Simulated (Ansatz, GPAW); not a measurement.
# One calculation of BP, 3 ways

```
CELL_PARAMETERS angstrom
0.00000 2.26900 2.26900
2.26900 0.00000 2.26900
2.26900 2.26900 0.00000
ATOMIC_POSITIONS crystal
P 0.75000 0.75000 0.75000
B 0.00000 0.00000 0.00000
```

Alike in all runs: task single point; functional PBE; k mesh 10 × 10 × 10; occupations gaussian, width 0.015 eV; no spin polarisation; no spin-orbit coupling. Pressure is positive in compression and, in plane waves, holds the error of the finite cutoff, which Ansatz's Pulay term estimates and takes out.

```csv
program and potentials,plane-wave cutoff (eV),notes,band gap (eV),pressure (GPa)
"Ansatz, Ansatz PAW",420,Pulay term of +0.13 GPa included,1.24,1.13
"GPAW, GPAW PAW data sets (gpaw-data 1.2.1)",800,-,1.24,1.38
"Ansatz, all-electron LAPW, scalar-relativistic",-,-,1.25,1.09
```

The band gap spans 1.24 (Ansatz, Ansatz PAW) to 1.25 eV (Ansatz, all-electron LAPW, scalar-relativistic), with all-electron results at 1.25. The pressure spans 1.09 (Ansatz, all-electron LAPW, scalar-relativistic) to 1.38 GPa (GPAW, GPAW PAW data sets (gpaw-data 1.2.1)), with all-electron results at 1.09. The gap is indirect and read on the mesh alone.

Differences between rows come from potentials, basis sets and numerical settings, since the functional is the same but for its coding. Runs on potential files found faulty are left out.

All three treatments give nearly the same indirect gap, 1.24 to 1.25 eV, and a positive pressure, so PBE would expand this cell. The gap separates bonding valence states, largely p-like at the top, from antibonding conduction states. Boron and phosphorus differ little in electronegativity, so the splitting is mainly covalent rather than ionic. The gap is well below the measured one, as expected when semilocal Kohn-Sham eigenvalues omit the derivative discontinuity; the close agreement between potentials therefore supports the numerical PBE value, not its accuracy as a quasiparticle gap.

The sign of the pressure fits the tendency of PBE to underbind covalent solids slightly, and in so stiff a network even a small mismatch in volume produces an appreciable stress. The pressure separates the runs more clearly than the gap does, with GPAW at 1.38 GPa against 1.09 GPa for the all-electron calculation, probably through a mix of data-set and residual basis effects. A single volume fixes neither the equilibrium lattice constant nor the bulk modulus.
